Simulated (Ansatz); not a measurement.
# HgTe (I-4m2) in Ansatz: a series of runs

One crystal, HgTe, is run at these levels: PBEsol; tasks: band structure.

All numbers are computed with Ansatz 0.2.0; they aren't measurements. Logs are shortened: lines on timing, memory, paths and dates and some standing lists are left out, and cuts for length are marked.

### 1 The undisturbed crystal

Symmetry: I-4m2, No. 119, tetragonal system. The conventional cell has a = 6.091 Å, b = 6.091 Å, c = 3.119 Å, α = 90.00°, β = 90.00°, γ = 90.00°. Hg (site symmetry -4m2) has 2 Hg at 3.12 Å and 4 Te at 3.14 Å as nearest neighbours. Around Te (site symmetry -4m2) lie 2 Te at 3.12 Å and 4 Hg at 3.14 Å.

Measurements of this composition are mostly on another form, of space group No. 216.

### 2 Band structure, PBEsol (strain_xy = 0)

The input, input.yaml:

```yaml
crystal:
  lattice:
    - [-3.045603, 3.045603, 1.55941]
    - [3.045603, -3.045603, 1.55941]
    - [3.045603, 3.045603, -1.55941]
  atoms:
    - { symbol: Hg, position: [0.75, 0.25, 0.5] }
    - { symbol: Te, position: [0.0, 0.0, 0.0] }
kpoints:
  mp_grid: { grid: [10, 10, 10] }
  band_path:
    path:
      - [0.0, 0.0, 0.0]
      - [0.0, 0.0, 0.5]
      - [-0.5, 0.5, 0.5]
      - [0.0, 0.0, 0.0]
      - [0.3155411497, 0.3155411497, -0.3155411497]
      - [0.25, 0.25, 0.25]
      - [0.0, 0.5, 0.0]
      - [-0.3155411497, 0.6844588503, 0.3155411497]
    npoints: 6
scf:
  occupations: { method: fermi_dirac, width: 0.05 }
hamiltonian:
  xc: pbesol
  pseudopotentials: { kind: all_electron, lapw: { basis_error: 0.001 } }
output:
  forces: true
  stress: true
  eigenvalues: true
```

Potentials or basis: all-electron LAPW, scalar-relativistic.

Started as:

```
> ansatz run input.yaml --threads 1 --pin off --max-ram 3072MiB --backend cpu --events-out ev --progress --plain --runs-dir out
```

The log of the run:

```text
Warning: RAYON_NUM_THREADS=1 ignored (pool sized by the plan → 1); use --threads N
LAPW: plane waves up to 7.375 Å⁻¹, error target 1.0e-3 eV per atom; small_component_spin mean_spin; Te in spheres of 1.559 Å, 24 of its electrons in bands, Dirac shells []; Hg in spheres of 1.559 Å, 34 of its electrons in bands, Dirac shells [] (how accurate: hamiltonian.pseudopotentials.lapw.basis_error, Limitations)
Engine: ansatz 0.2.0, aarch64-unknown-linux-gnu
Pseudopotentials: kind: all_electron
Pseudopotential: Hg, LAPW, valence charge 34, lapw/all_electron/scalar/gaussian/Hg, Koelling and Harmon's equation, gaussian nucleus
Pseudopotential: Te, LAPW, valence charge 24, lapw/all_electron/scalar/gaussian/Te, Koelling and Harmon's equation, gaussian nucleus
Functional definition: PBEsol
  exchange = pbesol_x
  correlation = pbesol_c
Crystal: 2 atoms, lattice volume = 57.858 Å³
Basis set: ecut = 207.2304138466816 eV, 395 PW (Γ), FFT grids on a1+a2, a2, a3, exchange–correlation at level 2
Bands: 35, of which v1, the nominal top of the filled ones, is band 29 counted from 1 (28 counted from 0)
Symmetry: 8 space group operations
Space group: I-4m2 (ITA 119), of the structure as read, at distance tolerance 3.9e-5 Å
k-points: 102 of 1000 (time reversal used)
Non-local potential: Hg, projectors of the file, none
Non-local potential: Te, projectors of the file, none
Initial density: superposition of atomic densities (chi_scale 0.1, normalization cell, long waves kept (reshape's long-wave potential 0.00 eV rms))
Initial wavefunctions: plane waves of lowest kinetic energy (no species holds an atomic orbital)
Functional: x = pbesol(κ = 0.804, μ = 0.12345679012345678), c = pbesol(β = 0.046)
iter 1 solved again at ethr=5.86e-4 eV; its pass at ethr=1.00e-1 eV (dr2=3.40e-1 eV) is discarded
SCF iter   1: F=—  HF=-718490.507536 eV  |F-HF|=—  |Δ(HF+E_count)|=         —  Δρ=1.47e-2  dr2=3.40e-1  ethr=5.86e-4  ⟨swp⟩=2.7  Hψ=22037  notcnv=0
preconditioner: auto → LDOS  [metal: Δε(μ)=0.010 eV  Ē_g=11.384 eV  σ=0.050 eV  W_gap=0.05  n_scr=16 (ndim 8)  ℏωp=20.7 eV  f_vac=0.096  D(μ)=0.85/eV (n_scr^D=4)  β→1.0]
iter 2 solved again at ethr=5.92e-6 eV; its pass at ethr=5.86e-4 eV (dr2=3.43e-3 eV) is discarded
SCF iter   2: F=—  HF=-718490.401518 eV  |F-HF|=—  |Δ(HF+E_count)|=   1.06e-1  Δρ=1.61e-3  dr2=3.45e-3  ethr=5.92e-6  ⟨swp⟩=2.2  Hψ=18445  notcnv=0
SCF iter   3: F=—  HF=-718490.347099 eV  |F-HF|=—  |Δ(HF+E_count)|=   5.44e-2  Δρ=1.76e-3  dr2=4.36e-3  ethr=5.92e-6  ⟨swp⟩=3.0  Hψ=11751  notcnv=0
SCF iter   4: F=—  HF=-718490.330367 eV  |F-HF|=—  |Δ(HF+E_count)|=   1.67e-2  Δρ=5.65e-4  dr2=4.49e-4  ethr=5.92e-6  ⟨swp⟩=2.5  Hψ=10428  notcnv=0
SCF iter   5: F=—  HF=-718490.329534 eV  |F-HF|=—  |Δ(HF+E_count)|=   8.33e-4  Δρ=1.21e-4  dr2=1.31e-5  ethr=7.74e-7  ⟨swp⟩=2.3  Hψ=10378  notcnv=0
SCF iter   6: F=—  HF=-718490.329525 eV  |F-HF|=—  |Δ(HF+E_count)|=   9.39e-6  Δρ=2.24e-5  dr2=3.27e-7  ethr=2.26e-8  ⟨swp⟩=2.0  Hψ=10327  notcnv=0
SCF iter   7: F=-718490.329525 eV  HF=-718490.329525 eV  |F-HF|=4.64e-8  |Δ(HF+E_count)|=   2.21e-8  Δρ=3.90e-6  dr2=9.35e-9  ethr=5.64e-10  ⟨swp⟩=2.5  Hψ=10386  notcnv=0
SCF 1 converged in 7 iterations: F = -718490.329525 eV  dr2 = 9.35e-9
NSCF: frozen V_eff on 43 k-points
SCF converged after 7 iterations
Free energy (F): -718490.329525 eV
Harris-Foulkes:  -718490.329525 eV  (|F-HF|=4.64e-8)
Internal energy: -718490.319449 eV  (E = F + TS)
E sigma→0 (E₀):  -718490.324487 eV
Entropy (-TS):   -0.010076 eV (-5.038 meV/atom)
Fermi energy:    13.275122 eV
--- Per-component energies (eV) ---
  E_band       = -2582.481390
  E_kinetic    = 805658.979177
  E_xc         = -14699.562774
  E_electrostatic = -1509449.735852  (all electrons and nuclei)
  E_smearing   = -0.010076  (= −TS)
  E_closure    = 0.000000  (closes the sum)
  E_atoms      = -718486.292521  (free atoms, spherical and without spin; not in F)
  Σ components = -718490.329525   (vs F -718490.329525, Δ=0.00e0)
  Basis errors (estimates in eV, not in F): energy 2.6e-4 per atom: plane waves 2.3e-4 (1.2e-4 summed), levels above the bands 2.6e-77, relativity 2.0e-8, radial functions 3.0e-5, core shells 2.6e-7; eigenvalues (radial functions only) 5.0e-6; not estimated: angular momenta, meshes, grids; target (lapw.basis_error) 1.0e-3; muffin-tin radii Te 1.559 Å, Hg 1.559 Å
--- Forces (eV/Å), atoms counted from 1 ---
  atom   1  Hg     0.00000000     0.00000000    -0.00000000
  atom   2  Te    -0.00000000     0.00000000     0.00000000
  max |Σ_I F_I| component: 7.59e-19 eV/Å
--- Stress (GPa, compression-positive) ---
       -4.735786       0.000000       0.000000
        0.000000      -4.735786       0.000000
        0.000000       0.000000      -0.472575
  P = ⅓ Tr σ = -3.3147 GPa (-33.147 kbar)
--- Band table (eV; the first three rows and the last of 102) ---
  k-point 0: bands = ["-146.0300", "-101.3924", "-96.1628", "-96.1153", "-96.1153", "-79.3856", "-79.3820", "-79.3820", "-79.3736", "-79.3719", "-79.3631", "-79.3631", "-49.7929", "-49.7773", "-49.7773", "-23.6285", "-23.5635", "-23.5635", "-23.5347", "-23.5334", "0.8630", "5.8988", "6.6053", "6.6852", "7.1179", "7.1179", "9.8284", "10.8831", "10.8831", "16.8007", "17.8872", "20.1520", "20.1520", "22.5990", "23.5772"]
  k-point 1: bands = ["-146.0300", "-101.3924", "-96.1628", "-96.1153", "-96.1153", "-79.3856", "-79.3820", "-79.3820", "-79.3736", "-79.3719", "-79.3631", "-79.3631", "-49.7929", "-49.7773", "-49.7773", "-23.6285", "-23.5635", "-23.5635", "-23.5346", "-23.5334", "0.9050", "5.8965", "6.6085", "6.6498", "7.1170", "7.1243", "9.1815", "11.0014", "11.5449", "16.7686", "17.9538", "19.6110", "19.8045", "22.5764", "24.2026"]
  k-point 2: bands = ["-146.0300", "-101.3924", "-96.1628", "-96.1153", "-96.1153", "-79.3856", "-79.3820", "-79.3820", "-79.3736", "-79.3719", "-79.3631", "-79.3631", "-49.7930", "-49.7773", "-49.7773", "-23.6285", "-23.5635", "-23.5634", "-23.5345", "-23.5334", "1.0209", "5.8890", "6.5640", "6.6022", "7.1150", "7.1389", "8.3094", "11.3282", "12.4821", "16.6831", "17.7051", "18.5738", "19.7117", "22.5082", "24.5379"]
  k-point 101: bands = ["-146.0300", "-101.3924", "-96.1628", "-96.1153", "-96.1153", "-79.3856", "-79.3820", "-79.3820", "-79.3736", "-79.3719", "-79.3631", "-79.3631", "-49.7930", "-49.7774", "-49.7774", "-23.6284", "-23.5633", "-23.5633", "-23.5339", "-23.5334", "1.4801", "5.8596", "6.9011", "7.1480", "7.1480", "7.1755", "8.9045", "8.9845", "8.9845", "16.4652", "20.6722", "21.2715", "21.2715", "25.4970", "26.5776"]
```

bands.tsv:

```text
# k_distance	band_0	band_1	band_2	band_3	band_4	band_5	band_6	band_7	band_8	band_9	band_10	band_11	band_12	band_13	band_14	band_15	band_16	band_17	band_18	band_19	band_20	band_21	band_22	band_23	band_24	band_25	band_26	band_27	band_28	band_29	band_30	band_31	band_32	band_33	band_34
[... 55 lines left out ...]
5.632604	-159.305051	-114.666941	-109.438969	-109.390386	-109.390386	-92.660807	-92.657124	-92.657124	-92.648722	-92.647049	-92.638187	-92.638187	-63.092155	-63.050697	-63.050697	-36.856796	-36.856796	-36.836248	-36.807345	-36.807217	-10.337223	-6.851391	-6.851391	-6.478693	-6.360088	-5.988685	-3.680676	-2.137962	-2.137962	-2.077408	4.009996	5.681959	5.681959	9.361463	11.873632
```

Wall time 75 s (1 thread of Arm Neoverse V1, shared host); peak memory 0.46 GiB.

Results:

```
Free energy             : -718490.3295 eV
Pressure                : -3.3 GPa
Band gap along the path : none (metal or under the smearing width)
```

Stress tensor (GPa, compression positive):
```
-4.74  0.00  0.00
 0.00 -4.74  0.00
 0.00  0.00 -0.47
```

Levels at the corners of the path, in eV from the Fermi level:
```tsv
point	band 25	band 26	band 27	band 28	band 29	band 30	band 31	band 32	band 33	band 34
Γ	-6.16	-6.16	-3.45	-2.39	-2.39	3.53	4.61	6.88	6.88	9.32
X	-6.13	-6.10	-6.04	-0.84	1.52	1.94	2.90	3.45	9.02	10.28
M	-6.13	-6.10	-4.37	-4.29	-4.29	3.19	7.40	8.00	8.00	12.22
Γ	-6.16	-6.16	-3.45	-2.39	-2.39	3.53	4.61	6.88	6.88	9.32
Z	-6.36	-5.99	-3.68	-2.14	-2.14	-2.08	4.01	5.68	5.68	9.36
P	-6.42	-6.22	-4.49	-2.78	-1.76	2.25	3.14	5.39	5.94	7.69
N	-6.38	-6.15	-4.48	-1.90	-1.05	-0.14	3.21	3.81	5.90	8.14
Z1	-6.36	-5.99	-3.68	-2.14	-2.14	-2.08	4.01	5.68	5.68	9.36
```

Caveat: spin-orbit coupling is left out, which moves the levels of the heavy elements.

### 3 Band structure, PBEsol, 26.66 Å³/atom (strain_xy = -0.04)

Changes to input.yaml since step 2:

```diff
@@ -2,5 +2,5 @@
   lattice:
-    - [-3.045603, 3.045603, 1.55941]
-    - [3.045603, -3.045603, 1.55941]
-    - [3.045603, 3.045603, -1.55941]
+    - [-2.92377888, 2.92377888, 1.55941]
+    - [2.92377888, -2.92377888, 1.55941]
+    - [2.92377888, 2.92377888, -1.55941]
   atoms:
@@ -16,6 +16,6 @@
       - [0.0, 0.0, 0.0]
-      - [0.3155411497, 0.3155411497, -0.3155411497]
+      - [0.3211166989, 0.3211166989, -0.3211166989]
       - [0.25, 0.25, 0.25]
       - [0.0, 0.5, 0.0]
-      - [-0.3155411497, 0.6844588503, 0.3155411497]
+      - [-0.3211166989, 0.6788833011, 0.3211166989]
     npoints: 6
```

Potentials or basis: all-electron LAPW, scalar-relativistic.

Started as:

```
> ansatz run input.yaml --threads 1 --pin off --max-ram 3072MiB --backend cpu --events-out ev --progress --plain --runs-dir out
```

It took 69 s on 1 thread of Arm Neoverse V1, shared host; peak memory 0.46 GiB.

Results (log left out):

```yaml
Free_energy: -718490.4222 eV
Pressure: -0.1 GPa
Band_gap_along_the_path: none (metal or under the smearing width)
```

Caveat: spin-orbit coupling is left out, which moves the levels of the heavy elements.

### 4 Band structure, PBEsol, 27.78 Å³/atom (strain_xy = -0.02)

Changes to input.yaml since step 3:

```diff
@@ -2,5 +2,5 @@
   lattice:
-    - [-2.92377888, 2.92377888, 1.55941]
-    - [2.92377888, -2.92377888, 1.55941]
-    - [2.92377888, 2.92377888, -1.55941]
+    - [-2.98469094, 2.98469094, 1.55941]
+    - [2.98469094, -2.98469094, 1.55941]
+    - [2.98469094, 2.98469094, -1.55941]
   atoms:
@@ -16,6 +16,6 @@
       - [0.0, 0.0, 0.0]
-      - [0.3211166989, 0.3211166989, -0.3211166989]
+      - [0.3182435961, 0.3182435961, -0.3182435961]
       - [0.25, 0.25, 0.25]
       - [0.0, 0.5, 0.0]
-      - [-0.3211166989, 0.6788833011, 0.3211166989]
+      - [-0.3182435961, 0.6817564039, 0.3182435961]
     npoints: 6
```

Started as:

```
> ansatz run input.yaml --threads 1 --pin off --max-ram 3072MiB --backend cpu --events-out ev --progress --plain --runs-dir out
```

It took 67 s on 1 thread of Arm Neoverse V1, shared host; peak memory 0.45 GiB.

The run converged. Its results:

| Quantity | Value |
| --- | --- |
| Free energy | -718490.3883 eV |
| Pressure | -1.9 GPa |
| Band gap along the path | none (metal or under the smearing width) |

Caveat: spin-orbit coupling is left out, which moves the levels of the heavy elements.
